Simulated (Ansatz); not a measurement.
Molecular dynamics on a 2×3×1 supercell (24 atoms) of BN (P6_3/mmc), relaxed with r2SCAN+rVV10. Forces come from PBEsol in Ansatz 0.2.0: a Langevin thermostat at fixed volume, 200 K, steps of 3 fs. Classical nuclei, no spin polarisation; a few dozen steps show the first response, not equilibrium.

```yaml
crystal:
  lattice:
    - [5.0011652085, 0.0, 0.0]
    - [-3.7508739063, 6.4967041786, 0.0]
    - [0.0, 0.0, 6.5236361402]
  atoms:
    - { symbol: B, position: [0.1666666667, 0.2222222222, 0.25] }
    - { symbol: B, position: [0.3333333333, 0.1111111111, 0.75] }
    - { symbol: "N", position: [0.1666666667, 0.2222222222, 0.75] }
    - { symbol: "N", position: [0.3333333333, 0.1111111111, 0.25] }
    - { symbol: B, position: [0.1666666667, 0.5555555556, 0.25] }
    - { symbol: B, position: [0.3333333333, 0.4444444444, 0.75] }
    - { symbol: "N", position: [0.1666666667, 0.5555555556, 0.75] }
    - { symbol: "N", position: [0.3333333333, 0.4444444444, 0.25] }
    - { symbol: B, position: [0.1666666667, 0.8888888889, 0.25] }
    - { symbol: B, position: [0.3333333333, 0.7777777778, 0.75] }
    - { symbol: "N", position: [0.1666666667, 0.8888888889, 0.75] }
    - { symbol: "N", position: [0.3333333333, 0.7777777778, 0.25] }
    - { symbol: B, position: [0.6666666667, 0.2222222222, 0.25] }
    - { symbol: B, position: [0.8333333333, 0.1111111111, 0.75] }
    - { symbol: "N", position: [0.6666666667, 0.2222222222, 0.75] }
    - { symbol: "N", position: [0.8333333333, 0.1111111111, 0.25] }
    - { symbol: B, position: [0.6666666667, 0.5555555556, 0.25] }
    - { symbol: B, position: [0.8333333333, 0.4444444444, 0.75] }
    - { symbol: "N", position: [0.6666666667, 0.5555555556, 0.75] }
    - { symbol: "N", position: [0.8333333333, 0.4444444444, 0.25] }
    - { symbol: B, position: [0.6666666667, 0.8888888889, 0.25] }
    - { symbol: B, position: [0.8333333333, 0.7777777778, 0.75] }
    - { symbol: "N", position: [0.6666666667, 0.8888888889, 0.75] }
    - { symbol: "N", position: [0.8333333333, 0.7777777778, 0.25] }
kpoints:
  mp_grid: { grid: [4, 2, 2] }
hamiltonian:
  xc: pbesol
scf:
  occupations: { method: fermi_dirac, width: 0.02 }
md:
  ensemble: nvt_langevin
  temperature: 200
  timestep: 3.0
  n_steps: 30
  initial_velocities: maxwell_boltzmann
  seed: 2978
```

Command: `ansatz run input.yaml --threads 4 --pin off --max-ram 3686MiB --backend cpu --events-out ev --progress --plain --runs-dir out`. It took 2.5 min on 4 threads of Arm Neoverse N1, on a shared host; peak host memory 0.69 GiB.

Question: How do temperature and energy develop?

Answer: The temperature starts at 192 K, is lowest at step 2 (74 K, 6 fs) and ends at 185 K. The atoms start on their lattice sites with kinetic energy alone, so much of it first passes into potential energy. By the last step the atoms have moved 0.10 Å in the root mean square, the drift of the whole cell taken out, 0.15 Å at most.
```tsv
step	t (fs)	T (K)	free energy F from step 0 (meV/atom)	kinetic energy (meV/atom)	largest force (eV/Å)
0	0	192	0.0	24.8	0.00
1	3	137	6.0	17.8	1.41
2	6	74	14.5	9.5	2.23
3	9	78	13.9	10.1	1.89
4	12	120	9.2	15.5	1.52
5	15	108	10.6	14.0	1.69
6	18	89	14.7	11.5	2.22
7	21	84	14.3	10.8	1.89
8	24	115	12.0	14.8	1.41
9	27	110	13.7	14.2	1.56
10	30	104	17.7	13.5	2.11
11	33	106	18.8	13.7	1.90
12	36	108	17.6	14.0	1.68
13	39	101	18.0	13.0	1.80
14	42	109	18.6	14.1	2.23
15	45	123	18.8	15.9	2.16
16	48	148	17.4	19.1	2.32
17	51	160	15.7	20.7	1.79
18	54	142	16.4	18.3	1.93
19	57	126	17.1	16.3	2.18
20	60	135	15.6	17.4	1.81
21	63	150	15.5	19.3	1.75
22	66	137	17.8	17.7	2.29
23	69	126	18.5	16.2	2.40
24	72	149	16.4	19.3	1.71
25	75	181	15.3	23.5	1.57
26	78	170	18.4	21.9	2.25
27	81	145	22.6	18.7	2.48
28	84	142	23.3	18.4	2.36
29	87	169	21.0	21.9	1.79
30	90	185	20.1	24.0	2.59
```

Positions (Å) and forces (eV/Å) at step 30:
```
B   -0.091   1.468   1.685     0.942  -0.919   0.065
B    1.343   0.757   4.848    -0.466   0.242   0.052
N    0.076   1.450   4.828     0.422   0.807   0.015
N    1.182   0.739   1.699    -0.005  -0.081  -0.364
B   -1.338   3.590   1.638     0.393   0.947  -0.092
B    0.139   2.897   4.831    -2.581  -0.074  -0.163
N   -1.145   3.647   4.830     0.174  -0.246   0.165
N   -0.084   2.894   1.702    -0.044  -0.075  -0.127
B   -2.527   5.783   1.653    -0.513  -0.064   0.534
B   -1.199   5.079   4.873     0.031   0.248  -0.181
N   -2.455   5.817   4.927     0.766  -0.549  -0.073
N   -1.282   5.035   1.634    -0.594   0.704   0.302
B    2.445   1.457   1.635    -1.415   0.243  -0.026
B    3.808   0.772   4.806     0.078  -0.691   0.153
N    2.577   1.525   4.804    -0.037  -0.751   0.028
N    3.665   0.744   1.674     0.900  -0.712   0.215
B    1.160   3.608   1.693     0.704   0.692  -0.313
B    2.602   2.977   4.808    -0.408  -1.218   0.179
N    1.317   3.646   4.814     1.701   0.701   0.375
N    2.415   2.901   1.551    -0.043  -0.476   0.493
B   -0.060   5.791   1.763     0.820  -0.548  -0.840
B    1.304   5.087   4.897    -0.594   0.457  -0.681
N    0.035   5.797   4.801     0.808   1.067   0.504
N    1.222   5.058   1.756    -1.041   0.296  -0.220
```
